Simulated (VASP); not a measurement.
TiN: relaxation of cell and atoms with r2SCAN

TiN:

```
CELL_PARAMETERS angstrom
0.00000 2.11900 2.11900
2.11900 0.00000 2.11900
2.11900 2.11900 0.00000
ATOMIC_POSITIONS crystal
Ti 0.00000 0.00000 0.00000
N 0.50000 0.50000 0.50000
```

The cell was built by a generator and needn't be a form met in nature.

- Program: VASP 6.6.1
- Task: relaxation of cell and atoms
- Functional: r2SCAN
- Potentials or basis: VASP PAW PBE potentials, release 64 (Ti_sv, N)
- Cutoff: 600 eV
- k mesh: 16 × 16 × 16
- Occupations: methfessel-paxton, width 0.1 eV
- Spin: no spin polarisation
- Further INCAR settings: ALGO = Normal; EDIFF = 1e-06; IBRION = 2; EDIFFG = -0.01; NSW = 90; ISIF = 3

```yaml
Relaxed_volume: 9.53 Å³/atom
Relaxed_cell: a = 2.998 Å, b = 2.998 Å, c = 2.998 Å, α = 60.00°, β = 60.00°, γ = 60.00°
Space_group_after_relaxing_to_0.05_Å: Fm-3m (No. 225)
Energy_gained_by_relaxing: 0.0 meV/atom
Ionic_steps: 3
Pressure_after_relaxing: 0.0 GPa
Band_gap_on_the_k_mesh: none (metal or under the smearing width)
```

Final structure:
```cif
data_structure
_symmetry_space_group_name_H-M 'P 1'
_symmetry_Int_Tables_number 1
_cell_length_a 2.9982
_cell_length_b 2.9982
_cell_length_c 2.9982
_cell_angle_alpha 60.000
_cell_angle_beta 60.000
_cell_angle_gamma 60.000
_cell_volume 19.06
loop_
_atom_site_label
_atom_site_type_symbol
_atom_site_fract_x
_atom_site_fract_y
_atom_site_fract_z
_atom_site_occupancy
Ti1 Ti 0.00000 0.00000 0.00000 1
N1 N 0.50000 0.50000 0.50000 1
```

Levels at points of the mesh, in eV from the Fermi level:
```csv
k point,band 6,band 7,band 8,band 9,band 10,band 11,band 12
"(0.00, 0.00, 0.00)",-2.39,-2.39,-2.39,-0.63,-0.63,-0.63,0.57
"(0.50, 0.00, 0.00)",-8.52,-5.93,-5.93,1.72,1.72,2.42,5.92
"(0.50, 0.50, 0.00)",-6.28,-3.63,-3.63,-3.11,1.65,2.43,2.43
```

Run time: 3.3 min on 1 thread of Intel(R) Xeon(R) Platinum 8488C (Sapphire Rapids), with other jobs on the host, peak memory 0.18 GiB.

Caveat: the PAW data sets were made with another functional, which shifts forces and pressure a little.
